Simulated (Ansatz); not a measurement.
# Moving the functional in Cr

Symmetry: Cmcm, No. 63, orthorhombic system. Conventional cell: a = 2.294 Å, b = 4.934 Å, c = 4.064 Å, α = 90.00°, β = 90.00°, γ = 90.00°. Cr (site symmetry m2m) has 8 Cr at 2.29 to 2.62 Å as nearest neighbours.

This isn't the form of Cr at room conditions, which is bcc.

Kept alike: task equation of state; k mesh 13 × 13 × 7; occupations fermi-dirac, width 0.05 eV; collinear spin, ferromagnetic start. Program: Ansatz, Ansatz PAW. Cutoffs run from 420 to 500 eV. The mesh is that of the run's cell of 2 atoms. No spin-orbit coupling.

| run | volume (Å³/atom) | bulk modulus (GPa) |
| --- | --- | --- |
| A | 11.602 | 256.9 |
| B | 11.095 | 278.8 |
| C | 11.421 | 259.8 |

For a metal such a mesh leaves the last digits unconverged. Volume and modulus come from cells scaled at fixed shape and fractions; off cubic symmetry such a modulus can lie above the relaxed one. The moments vanished: the runs ended non-magnetic. All rows use potentials made for PBE.

Problem. The runs differ in the functional (and the cutoff that goes with it) alone: LDA; PBEsol; r2SCAN. Which run is which?

Solution. Run A is r2SCAN; run B is LDA; run C is PBEsol. The volume runs from 11.095 (LDA) to 11.602 Å³/atom (r2SCAN). The bulk modulus runs from 256.9 (r2SCAN) to 278.8 GPa (LDA).
